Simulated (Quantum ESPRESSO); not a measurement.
# WC (Qusongite) (P-6m2) in Quantum ESPRESSO: reference runs, part 2 of 3

Quantum ESPRESSO 7.5. The steps go on from the part before.

**3. Single point, PBE (atoms moved at random, drawn with an rms of 0.05 Å)**

The input, pw.in:

```
&CONTROL
  calculation = 'scf'
  prefix = 'pwscf'
  outdir = './tmp'
  pseudo_dir = './pseudo'
  tprnfor = .true.
  tstress = .true.
  disk_io = 'nowf'
/
&SYSTEM
  ibrav = 0
  nat = 2
  ntyp = 2
  ecutwfc = 55
  ecutrho = 440
  nbnd = 15
  occupations = 'smearing'
  smearing = 'fd'
  degauss = 0.00367493
/
&ELECTRONS
  conv_thr = 4d-10
  electron_maxstep = 120
  mixing_beta = 0.5
/
ATOMIC_SPECIES
W    183.8400 W_pbe_v1.2.uspp.F.UPF
C     12.0110 C.pbe-n-kjpaw_psl.1.0.0.UPF
CELL_PARAMETERS angstrom
   2.9065000000    0.0000000000    0.0000000000
  -1.4532500000    2.5171028361    0.0000000000
   0.0000000000    0.0000000000    2.8366000000
ATOMIC_POSITIONS crystal
W      0.0059450000    0.0066780000    0.0194740000
C      0.6820890000    0.3248480000    0.5199400000
K_POINTS automatic
10 10 9 0 0 0
```

Potentials or basis: SSSP 1.3 efficiency PBE.

Command:

```bash
$ OMP_NUM_THREADS=1 pw.x -in pw.in > pw.out
```

pw.out:

```text
This program is part of the open-source Quantum ESPRESSO suite
     for quantum simulation of materials; please cite
         "P. Giannozzi et al., J. Phys.:Condens. Matter 21 395502 (2009);
         "P. Giannozzi et al., J. Phys.:Condens. Matter 29 465901 (2017);
         "P. Giannozzi et al., J. Chem. Phys. 152 154105 (2020);
     in publications or presentations arising from this work. More details at

     file C.pbe-n-kjpaw_psl.1.0.0.UPF: wavefunction(s)  2S 2P renormalized

     Subspace diagonalization in iterative solution of the eigenvalue problem:
     a serial algorithm will be used

     G-vector sticks info
     --------------------
     sticks:   dense  smooth     PW     G-vecs:    dense   smooth      PW
     Sum         925     451    151                21863     7663    1329

     Using Slab Decomposition

     bravais-lattice index     =            0
     lattice parameter (alat)  =       5.4925  a.u.
     unit-cell volume          =     140.0445 (a.u.)^3
     number of atoms/cell      =            2
     number of atomic types    =            2
     number of electrons       =        18.00
     number of Kohn-Sham states=           15
     kinetic-energy cutoff     =      55.0000  Ry
     charge density cutoff     =     440.0000  Ry
     scf convergence threshold =      4.0E-10
     mixing beta               =       0.5000
     number of iterations used =            8  plain     mixing
     Exchange-correlation= SLA  PW   PBX  PBC
                           (   1   4   3   4   0   0   0)

     celldm(1)=   5.492489  celldm(2)=   0.000000  celldm(3)=   0.000000
     celldm(4)=   0.000000  celldm(5)=   0.000000  celldm(6)=   0.000000

     crystal axes: (cart. coord. in units of alat)
               a(1) = (   1.000000   0.000000   0.000000 )
               a(2) = (  -0.500000   0.866025   0.000000 )
               a(3) = (   0.000000   0.000000   0.975950 )

     reciprocal axes: (cart. coord. in units 2 pi/alat)
               b(1) = (  1.000000  0.577350 -0.000000 )
               b(2) = (  0.000000  1.154701  0.000000 )
               b(3) = (  0.000000 -0.000000  1.024642 )

     PseudoPot. # 1 for W  read from file:
     W_pbe_v1.2.uspp.F.UPF
     Pseudo is Ultrasoft + core correction, Zval = 14.0
     Generated by new atomic code, or converted to UPF format
     Using radial grid of  923 points,  8 beta functions with:
                l(1) =   0
                l(2) =   0
                l(3) =   0
                l(4) =   1
                l(5) =   1
                l(6) =   2
                l(7) =   2
                l(8) =   3
     Q(r) pseudized with  6 coefficients,  rinner =    1.350   1.350   1.350
                                                       1.350   1.350   1.350
                                                       1.350

     PseudoPot. # 2 for C  read from file:
     C.pbe-n-kjpaw_psl.1.0.0.UPF
     Pseudo is Projector augmented-wave + core cor, Zval =  4.0
     Generated using "atomic" code by A. Dal Corso  v.5.1
     Shape of augmentation charge: PSQ
     Using radial grid of 1073 points,  4 beta functions with:
                l(1) =   0
                l(2) =   0
                l(3) =   1
                l(4) =   1
     Q(r) pseudized with 0 coefficients

     atomic species   valence    mass     pseudopotential
     W                14.00   183.84000     W ( 1.00)
     C                 4.00    12.01100     C ( 1.00)

     No symmetry found

   Cartesian axes

     site n.     atom                  positions (alat units)
         1        W      tau(   1) = (   0.0026060   0.0057833   0.0190057  )
         2        C      tau(   2) = (   0.5196650   0.2813266   0.5074357  )

     number of k points=   452  Fermi-Dirac smearing, width (Ry)=  0.0037

     Number of k-points >= 100: set verbosity='high' to print them.

     Dense  grid:    21863 G-vectors     FFT dimensions: (  40,  40,  36)

     Smooth grid:     7663 G-vectors     FFT dimensions: (  25,  25,  25)

     Initial potential from superposition of free atoms

     starting charge      17.8996, renormalised to      18.0000

     negative rho (up, down):  6.273E-02 0.000E+00
     Starting wfcs are   17 randomized atomic wfcs
     Checking if some PAW data can be deallocated...

     Self-consistent Calculation

     iteration #  1     ecut=    55.00 Ry     beta= 0.50
     Davidson diagonalization with overlap
     ethr =  1.00E-02,  avg # of iterations =  3.2

     negative rho (up, down):  6.431E-02 0.000E+00

     total energy              =    -177.41693968 Ry
     estimated scf accuracy    <       0.48771167 Ry

     iteration #  2     ecut=    55.00 Ry     beta= 0.50
     Davidson diagonalization with overlap
     ethr =  2.71E-03,  avg # of iterations =  2.0

     negative rho (up, down):  6.602E-02 0.000E+00

     total energy              =    -177.55549936 Ry
     estimated scf accuracy    <       0.25626650 Ry

     iteration #  3     ecut=    55.00 Ry     beta= 0.50
     Davidson diagonalization with overlap
     ethr =  1.42E-03,  avg # of iterations =  1.1

     negative rho (up, down):  6.790E-02 0.000E+00

     total energy              =    -177.60344586 Ry
     estimated scf accuracy    <       0.00245725 Ry

     iteration #  4     ecut=    55.00 Ry     beta= 0.50
     Davidson diagonalization with overlap
     ethr =  1.37E-05,  avg # of iterations =  2.7

     negative rho (up, down):  6.810E-02 0.000E+00

     total energy              =    -177.60396560 Ry
     estimated scf accuracy    <       0.00011022 Ry

     iteration #  5     ecut=    55.00 Ry     beta= 0.50
     Davidson diagonalization with overlap
     ethr =  6.12E-07,  avg # of iterations =  2.1

     negative rho (up, down):  6.808E-02 0.000E+00

     total energy              =    -177.60397122 Ry
     estimated scf accuracy    <       0.00001520 Ry

     iteration #  6     ecut=    55.00 Ry     beta= 0.50
     Davidson diagonalization with overlap
     ethr =  8.45E-08,  avg # of iterations =  2.0

     negative rho (up, down):  6.805E-02 0.000E+00

     total energy              =    -177.60397413 Ry
     estimated scf accuracy    <       0.00000023 Ry

     iteration #  7     ecut=    55.00 Ry     beta= 0.50
     Davidson diagonalization with overlap
     ethr =  1.30E-09,  avg # of iterations =  4.0

     negative rho (up, down):  6.802E-02 0.000E+00

     total energy              =    -177.60397425 Ry
     estimated scf accuracy    <       0.00000008 Ry

     iteration #  8     ecut=    55.00 Ry     beta= 0.50
     Davidson diagonalization with overlap
     ethr =  4.39E-10,  avg # of iterations =  2.0

     negative rho (up, down):  6.802E-02 0.000E+00

     total energy              =    -177.60397427 Ry
     estimated scf accuracy    <          7.9E-10 Ry

     iteration #  9     ecut=    55.00 Ry     beta= 0.50
     Davidson diagonalization with overlap
     ethr =  4.38E-12,  avg # of iterations =  3.1

     negative rho (up, down):  6.801E-02 0.000E+00

     End of self-consistent calculation

     Number of k-points >= 100: set verbosity='high' to print the bands.

     the Fermi energy is    20.6620 ev

!    total energy              =    -177.60397427 Ry
     estimated scf accuracy    <          3.9E-11 Ry
     smearing contrib. (-TS)   =      -0.00013839 Ry
     internal energy E=F+TS    =    -177.60383587 Ry

     The total energy is F=E-TS. E is the sum of the following terms:
     one-electron contribution =     -10.60148748 Ry
     hartree contribution      =      17.11706397 Ry
     xc contribution           =     -45.94684043 Ry
     ewald contribution        =    -132.00431369 Ry
     one-center paw contrib.   =      -6.16825824 Ry

     convergence has been achieved in   9 iterations

     negative rho (up, down):  6.801E-02 0.000E+00

     Forces acting on atoms (cartesian axes, Ry/au):

     atom    1 type  1   force =     0.03249192   -0.02427562    0.00077961
     atom    2 type  2   force =    -0.03249192    0.02427562   -0.00077961

     Total force =     0.057370     Total SCF correction =     0.000001

     Computing stress (Cartesian axis) and pressure

     negative rho (up, down):  6.801E-02 0.000E+00
          total   stress  (Ry/bohr**3)                   (kbar)     P=       70.51
   0.00058647  -0.00014976   0.00000202           86.27      -22.03        0.30
  -0.00014976   0.00035916  -0.00000145          -22.03       52.83       -0.21
   0.00000202  -0.00000145   0.00049227            0.30       -0.21       72.42

=------------------------------------------------------------------------------=
   JOB DONE.
=------------------------------------------------------------------------------=
```

Run time: 50 s. Hardware: 1 thread of Intel Xeon 6975P-C (Granite Rapids), shared host; peak memory 0.3 GiB.

Results:

```yaml
Free_energy: -2416.4252 eV
Pressure: 7.1 GPa
Largest_force: 1.043 eV/Å
Band_gap_on_the_k_mesh: none (metal or under the smearing width)
```

Forces in eV/Å, atoms in the order of the input:
```
W    0.835 -0.624  0.020
C   -0.835  0.624 -0.020
```

Stress tensor (GPa, compression positive):
```
 8.63 -2.20  0.03
-2.20  5.28 -0.02
 0.03 -0.02  7.24
```

**4. Single point, PBE, 9.75 Å³/atom**

Changes to pw.in since step 3:

```diff
@@ -29,8 +29,8 @@
 CELL_PARAMETERS angstrom
-   2.9065000000    0.0000000000    0.0000000000
-  -1.4532500000    2.5171028361    0.0000000000
-   0.0000000000    0.0000000000    2.8366000000
+   2.8471670250    0.0000000000    0.0000000000
+  -1.4235835125    2.4657189725    0.0000000000
+   0.0000000000    0.0000000000    2.7786939560
 ATOMIC_POSITIONS crystal
-W      0.0059450000    0.0066780000    0.0194740000
-C      0.6820890000    0.3248480000    0.5199400000
+W      0.0000000000    0.0000000000    0.0000000000
+C      0.6666666667    0.3333333333    0.5000000000
 K_POINTS automatic
```

Command:

```bash
$ OMP_NUM_THREADS=1 pw.x -in pw.in > pw.out
```

Wall time 12 s (1 thread of Intel Xeon 6975P-C (Granite Rapids), shared host); peak memory 0.21 GiB.

It converged, with:

```
Free energy            : -2416.2988 eV
Pressure               : 35.7 GPa
Band gap on the k mesh : none (metal or under the smearing width)
```

**5. Single point, PBE, 9.96 Å³/atom**

Changes to pw.in since step 4:

```diff
@@ -29,5 +29,5 @@
 CELL_PARAMETERS angstrom
-   2.8471670250    0.0000000000    0.0000000000
-  -1.4235835125    2.4657189725    0.0000000000
-   0.0000000000    0.0000000000    2.7786939560
+   2.8672181576    0.0000000000    0.0000000000
+  -1.4336090788    2.4830837627    0.0000000000
+   0.0000000000    0.0000000000    2.7982628680
 ATOMIC_POSITIONS crystal
```

Command:

```bash
$ OMP_NUM_THREADS=1 pw.x -in pw.in > pw.out
```

Run time: 13 s. Hardware: 1 thread of Intel Xeon 6975P-C (Granite Rapids), shared host; peak memory 0.21 GiB.

It converged, with:

- Free energy: -2416.3775 eV
- Pressure: 24.9 GPa
- Band gap on the k mesh: none (metal or under the smearing width)

**6. Single point, PBE, 10.17 Å³/atom**

Changes to pw.in since step 5:

```diff
@@ -29,5 +29,5 @@
 CELL_PARAMETERS angstrom
-   2.8672181576    0.0000000000    0.0000000000
-  -1.4336090788    2.4830837627    0.0000000000
-   0.0000000000    0.0000000000    2.7982628680
+   2.8869927008    0.0000000000    0.0000000000
+  -1.4434963504    2.5002090195    0.0000000000
+   0.0000000000    0.0000000000    2.8175618425
 ATOMIC_POSITIONS crystal
```

Potentials or basis: SSSP 1.3 efficiency PBE.

Command:

```bash
$ OMP_NUM_THREADS=1 pw.x -in pw.in > pw.out
```

Wall time 13 s (1 thread of Intel Xeon 6975P-C (Granite Rapids), shared host); peak memory 0.21 GiB.

Results (log left out):

- Free energy: -2416.4295 eV
- Pressure: 15.2 GPa
- Band gap on the k mesh: none (metal or under the smearing width)

**7. Single point, PBE, 10.38 Å³/atom**

Changes to pw.in since step 6:

```diff
@@ -29,5 +29,5 @@
 CELL_PARAMETERS angstrom
-   2.8869927008    0.0000000000    0.0000000000
-  -1.4434963504    2.5002090195    0.0000000000
-   0.0000000000    0.0000000000    2.8175618425
+   2.9065000000    0.0000000000    0.0000000000
+  -1.4532500000    2.5171028361    0.0000000000
+   0.0000000000    0.0000000000    2.8366000000
 ATOMIC_POSITIONS crystal
```

Command:

```bash
$ OMP_NUM_THREADS=1 pw.x -in pw.in > pw.out
```

Wall time 15 s (1 thread of Intel Xeon 6975P-C (Granite Rapids), shared host); peak memory 0.21 GiB.

The run converged. Its results:

| Property | Result |
| --- | --- |
| Free energy | -2416.4575 eV |
| Pressure | 6.4 GPa |
| Band gap on the k mesh | none (metal or under the smearing width) |

**8. Single point, PBE, 10.58 Å³/atom**

Changes to pw.in since step 7:

```diff
@@ -29,5 +29,5 @@
 CELL_PARAMETERS angstrom
-   2.9065000000    0.0000000000    0.0000000000
-  -1.4532500000    2.5171028361    0.0000000000
-   0.0000000000    0.0000000000    2.8366000000
+   2.9257489053    0.0000000000    0.0000000000
+  -1.4628744527    2.5337728771    0.0000000000
+   0.0000000000    0.0000000000    2.8553859779
 ATOMIC_POSITIONS crystal
```

Command:

```bash
$ OMP_NUM_THREADS=1 pw.x -in pw.in > pw.out
```

It took 16 s on 1 thread of Intel Xeon 6975P-C (Granite Rapids), shared host; peak memory 0.22 GiB.

It converged, with:

```yaml
Free_energy: -2416.4640 eV
Pressure: -1.5 GPa
Band_gap_on_the_k_mesh: none (metal or under the smearing width)
```

(Continued in part 3 of 3.)
